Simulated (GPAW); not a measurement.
# Quasiparticle gap of MoS2 in GPAW, part 2 of 2

How does a plane-wave GW calculation on MoS2 run from the first input to the gap?

GPAW 26.7.0; PBE and many-body steps on it, plane waves. Known limits of the many-body steps: not at the basis limit; no spin-orbit coupling.

So far. Step 3 (Bands along the symmetry lines): The gap is 1.709 eV, as in the run before at this level. Step 4 (Empty states on the mesh, 12×12×1 mesh, 209 bands): On this mesh the gap is 1.709 eV.

The database entry behind the starting cell differs from later determinations by our own check (about 0.3 % long), so it need not match the best structure at ambient conditions.

**5. Screening and self-energy, 12×12×1 mesh, 92 bands, screening to 48 eV**

Now the one-shot GW correction: screening in the RPA, then the self-energy of the levels asked for.

This step: G0W0 on PBE, plane waves, PAW.

run.py reads:

```python
import json
import numpy as np
from gpaw.mpi import world
from gpaw.response.g0w0 import G0W0

gw = G0W0('full.gpw',
    filename='gw',
    kpts=[0, 9],
    bands=(11, 15),
    ecut=48,
    nbands=92,
    truncation='2D',
    integrate_gamma='sphere',
    q0_correction=True,
    frequencies={'type': 'nonlinear', 'domega0': 0.15, 'omega2': 15.0},
    eta=0.1,
    nblocksmax=True)
gw.calculate()
res = {mode: {k: v for k, v in r.items() if k != 'sigma_eskwn'}
       for mode, r in gw.all_results.items()}

if world.rank == 0:
    with open('result.json', 'w') as f:
        json.dump(res, f, default=lambda x: x.tolist())
```

Started as:

```bash
> mpirun -n 4 gpaw python run.py
```

Numbers of over 12 decimals in the logs are rounded to 6 here.

Log:

```text
Using integrator: PointIntegrator
NonLinearFrequencyDescriptor(from 0.000 to 103.845 eV, 180 points)
Nonperiodic BCs:  [False False  True]
Using integrator: PointIntegrator
NonLinearFrequencyDescriptor(from 0.000 to 103.845 eV, 180 points)
Nonperiodic BCs:  [False False  True]
Applying analytical 2D correction to W:
    Evaluating Gamma point contribution to W on a 15x15x1 grid
  ___  _ _ _
 |   || | | |
 | | || | | |
 |__ ||_____|
 |___|

BZ k-points: Symmetries present (total): 12

  [... matrices ...]
144 k-points: 12 x 12 x 1 Monkhorst-Pack grid + [1/24,1/24,0.000000]
19 k-points in the irreducible part of the Brillouin zone
       k-points in crystal coordinates                weights
   0:    -0.00000000   -0.00000000    0.00000000          1/144
   1:     0.08333333   -0.00000000    0.00000000          6/144
   2:     0.16666667   -0.08333333    0.00000000          6/144
   3:     0.16666667   -0.00000000    0.00000000          6/144
   4:     0.25000000   -0.08333333    0.00000000         12/144
   5:     0.25000000   -0.00000000    0.00000000          6/144
   6:     0.33333333   -0.16666667    0.00000000          6/144
   7:     0.33333333   -0.08333333    0.00000000         12/144
   8:     0.33333333   -0.00000000    0.00000000          6/144
   9:     0.33333333    0.33333333    0.00000000          2/144
          ...
  18:     0.50000000    0.50000000    0.00000000          3/144

Distributing spins, k-points and bands (1 x 2 x 4) over 1 process
Number of blocks: 4

Quasi particle states:
k-points (IBZ indices): [0, 9]
Band range: (11, 15)
  [... matrices ...]
Computational parameters:
Plane wave cut-off: 48 eV
Number of bands: 92
Coulomb cutoff: 2D
Broadening: 0.1 eV

fxc modes: GW
Kernel: RPA
Using full-frequency real axis integration
Summing all q:

Calculating screened Coulomb potential
2D Coulomb truncation
NonLinearFrequencyDescriptor(from 0.000 to 103.845 eV, 180 points)
Removing empty qpoint cache files...

Calculating chi0 body with:
    Ground state adapter containing:
    Number of spins: 1
    Number of kpoints: 144
    Number of irreducible kpoints: 19
    Number of completely occupied states: 13
    Number of partially occupied states: 13
    Occupied states memory: 3.5546875 M / cpu

    Linear response parametrization:
    q_c: [-2.0816681711721685e-17, -2.0816681711721685e-17, 0.0]
    Number of frequency points: 180
    Planewave cutoff: 48.0
    Number of bands: 92
    Number of planewaves: 93
    Broadening (eta): 0.1
    comm.size: 4
    kncomm.size: 1
    blockcomm.size: 4

    Memory estimate of potentially large arrays:
        chi0_wGG: 5.938797 M / cpu
Integrating chi0 body.

Symmetries of q_c:
    Direct symmetries (Uq -> q): 12
    Indirect symmetries (TUq -> q): 12
In total 24 allowed symmetries.

  [... matrices ...]
19 groups of equivalent kpoints. 86.805556% reduction.

Integral kind: spectral function
Integrating chi0 head and wings.

Symmetries of q_c:
    Direct symmetries (Uq -> q): 12
    Indirect symmetries (TUq -> q): 12
In total 24 allowed symmetries.

  [... matrices ...]
19 groups of equivalent kpoints. 86.805556% reduction.

Integral kind: spectral function wings

Calculating chi0 body with:
    Ground state adapter containing:
    Number of spins: 1
    Number of kpoints: 144
    Number of irreducible kpoints: 19
    Number of completely occupied states: 13
    Number of partially occupied states: 13
[... the further q-points ...]

Results:
f:      Occupation numbers
eps:     KS-eigenvalues [eV]
vxc:     KS vxc [eV]
exx:     Exact exchange [eV]
sigma:   Self-energies [eV]
dsigma:  Self-energy derivatives
Z:       Renormalization factors
qp:      QP-energies [eV]

k-point 0 (0): (-0.000, -0.000, 0.000)                GW
band       f     eps     vxc     exx   sigma  dsigma       Z      qp
                                                                   GW
  11   1.000  -1.519 -18.616 -20.189   2.018  -0.366   0.732  -1.193
  12   1.000  -0.106 -17.673 -18.636   1.366  -0.367   0.731   0.189
  13   0.000   2.726 -18.510 -13.743  -3.000  -0.366   0.732   4.019
  14   0.000   2.726 -18.510 -13.743  -3.000  -0.366   0.732   4.019

k-point 1 (9): (0.333, 0.333, 0.000)                GW
band       f     eps     vxc     exx   sigma  dsigma       Z      qp
                                                                   GW
  11   1.000  -2.218 -16.851 -19.865   3.002  -0.439   0.695  -2.226
  12   1.000  -0.075 -18.918 -19.228   0.977  -0.361   0.735   0.416
  13   0.000   1.634 -20.630 -16.291  -2.392  -0.366   0.732   3.060
  14   0.000   2.973 -17.927 -12.746  -3.371  -0.363   0.734   4.302
```

Elapsed: 2.4 min, on 4 MPI ranks of Arm Neoverse V2, shared host; peak memory 2.2 GiB.

This step gave:

```
G0W0 gap on the points computed              : 2.645 eV
least direct G0W0 gap on the computed points : 2.645 eV
Z at the valence top                         : 0.7348
Z at the conduction bottom                   : 0.7321
starting gap on the mesh                     : 1.709 eV
k of the valence top                         : 0.3333, 0.3333, 0
k of the conduction bottom                   : 0.3333, 0.3333, 0
```

The gap on the mesh goes from 1.71 eV to 2.64 eV, a correction of +0.94 eV.

Limits: finite bands, cutoff and mesh; no spin-orbit coupling. v1 is the top filled band, c1 the lowest empty one. The levels before and after the correction (eV, zero at the valence-band top of each column):

```
           conduction bottom  valence top
Kohn-Sham               1.71         0.00
     G0W0               2.64         0.00
```

```
                        level  energy (eV)
Kohn-Sham  (0.333 0.333 0) v2       -2.143
Kohn-Sham  (0.333 0.333 0) v1        0.000
Kohn-Sham  (0.333 0.333 0) c1        1.709
Kohn-Sham  (0.333 0.333 0) c2        3.048
     G0W0  (0.333 0.333 0) v2       -2.642
     G0W0  (0.333 0.333 0) v1        0.000
     G0W0  (0.333 0.333 0) c1        2.645
     G0W0  (0.333 0.333 0) c2        3.886
```

**6. Where the time went**

Times are wall times on 4 MPI ranks of Arm Neoverse V2, shared host, good to a factor of about two.

```
                          step     time  share  memory (GiB)
                  ground state    6.7 s    3 %          0.69
bands along the symmetry lines    7.2 s    3 %          0.75
      empty states on the mesh     81 s   34 %           3.1
     screening and self-energy  2.4 min   60 %           2.2
```

**7. Results**

* PBE gap: 1.71 eV, direct
* G0W0 gap on the mesh: 2.64 eV
* GW settings: 12×12×1 mesh, 92 bands, screening to 48 eV, full frequency, Hilbert transform
* known limits: not at the basis limit; no spin-orbit coupling

**Reading.** G0W0 moves the gap on the mesh from 1.71 eV to 2.64 eV (+0.94 eV), with Z of 0.73 and 0.73 at the edges. Only 2 of the mesh's irreducible points were corrected, so a valley elsewhere could overtake. The dearest step here is «screening and self-energy». Bands and cutoff are finite, so the gap is not at the basis limit. The miss can reach some tenths of an eV and take either sign; the mesh is an error of its own. These stock PAW sets were not made for GW. In the G0W0 run levels were corrected at 2 k points alone, so a gap called «on the mesh» is the least over those, and an edge elsewhere would be missed. The many-body steps are scalar-relativistic: spin-orbit coupling is not in them.

[Paths, hosts, dates, memory and timing lines, banners, echoed tables and standing remarks are left out of the program output.]

[Logs are printed without paths, hosts, clocks, repeated set-up lines and the standing remarks that a program may print on its own settings, such as how far it seeks lower states.]

[Runs of the session that timed out or met a known fault of the program may be left out.]

[Hosts, paths, dates, database ids (printed as entryN), source tags and the programs' standing remarks are cut or masked in the printed files.]
